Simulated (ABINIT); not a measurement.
# C (P6_3/mmc) in ABINIT: settings compared, part 2 of 2

ABINIT 10.8.3 (patched build). Earlier steps stand in the parts before.

## Step 4: Single point, LDA

The COD entry that gives the cell may itself be a prediction, so a difference from it is no test against experiment.

run.abi

```
# Pseudopotentials
pp_dirpath "./"
pseudos "C.LDA_PW-JTH.xml"

# Structure
acell 3*1.0 Angstrom
rprim
     2.5221000000     0.0000000000     0.0000000000
    -1.2610500000     2.1842026709     0.0000000000
     0.0000000000     0.0000000000     8.2371000000
ntypat 1
znucl 6
natom 8
typat 1 1 1 1 1 1 1 1
xred
     0.6666666667     0.3333333333     0.8437500000
     0.3333333333     0.6666666667     0.3437500000
     0.6666666667     0.3333333333     0.6562500000
     0.3333333333     0.6666666667     0.1562500000
     0.0000000000     0.0000000000     0.9062500000
     0.0000000000     0.0000000000     0.4062500000
     0.0000000000     0.0000000000     0.5937500000
     0.0000000000     0.0000000000     0.0937500000

# Plane-wave basis
ecut 544.227725 eV
pawecutdg 40.0

# k points
kptopt 1
ngkpt 16 16 5
nshiftk 1
shiftk 0.0 0.0 0.0

# Exchange and correlation
ixc 7

# Bands and occupations
nband 21
occopt 3
tsmear 0.00183747

# SCF cycle
nstep 100
tolvrs 1.0e-9

# Output
iomode 3
prtwf 0
prtden 0
prteig 0
prtebands 0
```

Potentials or basis: JTH PAW LDA v2.0.

Run with:

```console
> abinit run.abi > log 2>&1
```

It took 75 s on 1 thread of Arm Neoverse V1, shared host; peak memory 0.13 GiB.

The run converged. Its results:

```yaml
Free_energy: -1254.5725 eV
Pressure: -13.3 GPa
Largest_force: 0.330 eV/Å
Band_gap_on_the_k_mesh: 4.38 eV, indirect (least direct gap 5.14 eV)
```

Forces in eV/Å, atoms in the order of the input:
```
C    0.000  0.000  0.325
C    0.000  0.000  0.325
C    0.000  0.000 -0.325
C    0.000  0.000 -0.325
C    0.000  0.000  0.330
C    0.000  0.000  0.330
C    0.000  0.000 -0.330
C    0.000  0.000 -0.330
```

Stress tensor (GPa, compression positive):
```
-17.42   0.00   0.00
  0.00 -17.42   0.00
  0.00   0.00  -4.99
```

Levels at points of the mesh, in eV from the valence-band top:
```csv
k point,band 14,band 15,band 16,band 17,band 18,band 19
"(0.00, 0.00, 0.00)",-0.22,0.00,0.00,5.14,5.14,5.66
"(0.50, 0.00, 0.00)",-4.52,-3.70,-2.92,4.42,5.57,5.80
```

Caveat: an odd mesh through Γ misses points on the zone boundary, where band edges often lie; the atomic spheres overlap. Expect the measured gap to be larger: semilocal functionals such as LDA lack the derivative discontinuity.

## Step 5: Single point, PBE

run.abi

```
pp_dirpath "./"
pseudos "C.GGA_PBE-JTH.xml"

acell 4.7660782589 4.7660782589 15.5658630612
rprim
     1.0000000000     0.0000000000     0.0000000000
    -0.5000000000     0.8660254038     0.0000000000
     0.0000000000     0.0000000000     1.0000000000
ntypat 1
znucl 6
natom 8
typat 1 1 1 1 1 1 1 1
xred
     0.6666666667     0.3333333333     0.8437500000
     0.3333333333     0.6666666667     0.3437500000
     0.6666666667     0.3333333333     0.6562500000
     0.3333333333     0.6666666667     0.1562500000
     0.0000000000     0.0000000000     0.9062500000
     0.0000000000     0.0000000000     0.4062500000
     0.0000000000     0.0000000000     0.5937500000
     0.0000000000     0.0000000000     0.0937500000

ecut 544.227725 eV
pawecutdg 40.0

kptopt 1
ngkpt 5 5 2
nshiftk 1
shiftk 0.0 0.0 0.0

ixc 11

nband 21
occopt 3
tsmear 0.05 eV

nstep 100
tolvrs 1.0e-9

iomode 3
prtwf 0
prtden 0
prteig 0
prtebands 0
enunit 2
```

Potentials or basis: JTH PAW PBE v2.0.

Run with:

```console
> abinit run.abi > log 2>&1
```

It took 15 s on 1 thread of Arm Neoverse V1, shared host; peak memory 0.11 GiB.

Results (log left out):

```yaml
Free_energy: -1249.9112 eV
Pressure: 1.9 GPa
Largest_force: 0.346 eV/Å
Band_gap_on_the_k_mesh: 4.41 eV, indirect (least direct gap 5.18 eV)
```

Forces on the atoms (eV/Å):
```
C    0.000  0.000  0.346
C    0.000  0.000  0.346
C    0.000  0.000 -0.346
C    0.000  0.000 -0.346
C    0.000  0.000  0.310
C    0.000  0.000  0.310
C    0.000  0.000 -0.310
C    0.000  0.000 -0.310
```

Stress tensor (GPa, compression positive):
```
-1.90  0.00  0.00
 0.00 -1.90  0.00
 0.00  0.00  9.45
```

Levels at points of the mesh, in eV from the valence-band top:
```
           k point  band 12  band 13  band 14  band 15  band 16  band 17  band 18  band 19  band 20  band 21
(0.00, 0.00, 0.00)    -1.74    -1.74    -0.22     0.00     0.00     5.18     5.18     5.71     7.00     7.05
(0.00, 0.00, 0.50)    -2.55    -0.68    -0.68    -0.68    -0.68     5.97     5.97     5.97     5.97     6.71
```

Caveat: the k mesh is coarse (spacing up to 0.58 Å⁻¹), so the values aren't converged; an odd mesh through Γ misses points on the zone boundary, where band edges often lie; the atomic spheres overlap.

## Step 6: Single point, LDA

run.abi

```
# Pseudopotentials
pp_dirpath "./"
pseudos "C.LDA_PW-JTH.xml"

# Structure
acell 3*1.0 Angstrom
rprim
     2.5221000000     0.0000000000     0.0000000000
    -1.2610500000     2.1842026709     0.0000000000
     0.0000000000     0.0000000000     8.2371000000
ntypat 1
znucl 6
natom 8
typat 1 1 1 1 1 1 1 1
xcart
     2.3830391297     1.3758482828    13.1336969578
    -0.0000000002     2.7516965659     5.3507654273
     2.3830391297     1.3758482828    10.2150976339
    -0.0000000002     2.7516965659     2.4321661033
     0.0000000000     0.0000000000    14.1065633992
     0.0000000000     0.0000000000     6.3236318686
     0.0000000000     0.0000000000     9.2422311926
     0.0000000000     0.0000000000     1.4592996620

# Plane-wave basis
ecut 20.0
pawecutdg 40.0

# k points
kptopt 1
ngkpt 5 5 2
nshiftk 1
shiftk 0.0 0.0 0.0

# Exchange and correlation
ixc 7

# Bands and occupations
nband 21
occopt 3
tsmear 0.05 eV

# SCF cycle
nstep 100
tolvrs 1.0e-9

# Output
iomode 3
prtwf 0
prtden 0
prteig 0
prtebands 0
```

Potentials or basis: JTH PAW LDA v2.0.

Run with:

```console
> abinit run.abi > log 2>&1
```

It took 9 s on 1 thread of Arm Neoverse V1, shared host; peak memory 0.11 GiB.

The run converged. Its results:

```
Free energy            : -1254.5012 eV
Pressure               : -13.1 GPa
Largest force          : 0.353 eV/Å
Band gap on the k mesh : 4.37 eV, indirect (least direct gap 5.14 eV)
```

Forces on the atoms (eV/Å):
```
C    0.000  0.000  0.353
C    0.000  0.000  0.353
C    0.000  0.000 -0.353
C    0.000  0.000 -0.353
C    0.000  0.000  0.313
C    0.000  0.000  0.313
C    0.000  0.000 -0.313
C    0.000  0.000 -0.313
```

Stress tensor (GPa, compression positive):
```
-17.00   0.00   0.00
  0.00 -17.00   0.00
  0.00   0.00  -5.40
```

Levels at points of the mesh, in eV from the valence-band top:
```tsv
k point	band 13	band 14	band 15	band 16	band 17	band 18	band 19	band 20
(0.00, 0.00, 0.00)	-1.73	-0.22	0.00	0.00	5.14	5.14	5.66	6.94
(0.00, 0.00, 0.50)	-0.67	-0.67	-0.67	-0.67	5.92	5.92	5.92	5.92
```

Caveat: the k mesh is coarse (spacing up to 0.58 Å⁻¹), so the values aren't converged; an odd mesh through Γ misses points on the zone boundary, where band edges often lie; the atomic spheres overlap.

## Step 7: The runs side by side

| level | potentials or basis | k mesh | mesh quality | gap on the mesh (eV) | pressure (GPa) | largest force (eV/Å) |
| --- | --- | --- | --- | --- | --- | --- |
| PBE | JTH PAW PBE v2.0 | 7 × 7 × 2 | not flagged | 4.41 | 1.7 | 0.33 |
| PBE | JTH PAW PBE v2.0 | 16 × 16 × 5 | not flagged | 4.42 | 1.7 | 0.33 |
| LDA | JTH PAW LDA v2.0 | 16 × 16 × 5 | not flagged | 4.38 | -13.3 | 0.33 |
| PBE | JTH PAW PBE v2.0 | 5 × 5 × 2 | coarse | 4.41 | 1.9 | 0.35 |
| LDA | JTH PAW LDA v2.0 | 5 × 5 × 2 | coarse | 4.37 | -13.1 | 0.35 |

Alike in all rows: task single point; no spin polarisation; cell as given; cutoff (eV) 544; smearing fermi-dirac 0.05 eV.

Caveats: some runs use coarse meshes; an odd mesh through Γ misses points on the zone boundary, where band edges often lie; the atomic spheres overlap.

Total energies depend on the potentials used, so only differences within one code and one set of settings carry meaning.
